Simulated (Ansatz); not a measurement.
# What moves the field gradients of HfO2?

Cell of run 1: a Materials Project structure (computed, not necessarily an observed phase), atoms as given.

Space group Pca2_1 (No. 29); a = 5.2195, b = 5.0048, c = 5.0327 Å.

| site | Wyckoff | site symmetry | x | y | z |
| --- | --- | --- | --- | --- | --- |
| Hf | 4a | 1 | 0.0330 | 0.2675 | 0.2414 |
| O5 | 4a | 1 | 0.3679 | 0.0714 | 0.3793 |
| O7 | 4a | 1 | 0.7339 | 0.4601 | 0.4923 |

One atom of each set is listed.

All runs are DFT with Ansatz 0.2.0 (plane waves and PAW, scalar-relativistic unless spin–orbit coupling is named, Γ-centred meshes, Fermi–Dirac smearing where given) in this cell.

Run 1: PBE, gradients read without the response of the cores, atoms as given; 420 eV, 4×4×4 k-points, smearing 0.02 eV.
Run 2: r2SCAN, gradients read without the response of the cores, atoms as given; 500 eV, 4×4×4 k-points, smearing 0.02 eV.
Run 3: PBE with spin–orbit coupling, gradients read without the response of the cores, atoms as given; 420 eV, 4×4×4 k-points, smearing 0.02 eV.

```tsv
run	Hf V_zz (η)	O5 V_zz (η)	O7 V_zz (η)
1	10.66 (0.76)	-2.86 (0.61)	2.28 (0.26)
2	10.80 (0.75)	-2.95 (0.62)	2.41 (0.26)
3	?	?	?
```

V_zz in 10²¹ V/m².

Question: Estimate the row of run 3.

Answer: Hf: 10.83 (0.76); O5: -2.88 (0.59); O7: 2.27 (0.27). It lies nearest to run 1, from whose tensors on these sites it differs by 0.19 at most (largest principal value of the difference, on Hf). Taken one at a time, the functional (r2SCAN with its higher cutoff) moves the tensors on these sites by up to 0.23 (largest principal value of the change, on Hf), spin–orbit coupling by 0.19 (Hf).

The cell isn't the equilibrium one in runs 1, 3 (calculated pressure 10, 9 GPa), and the entry's cell may itself be off.
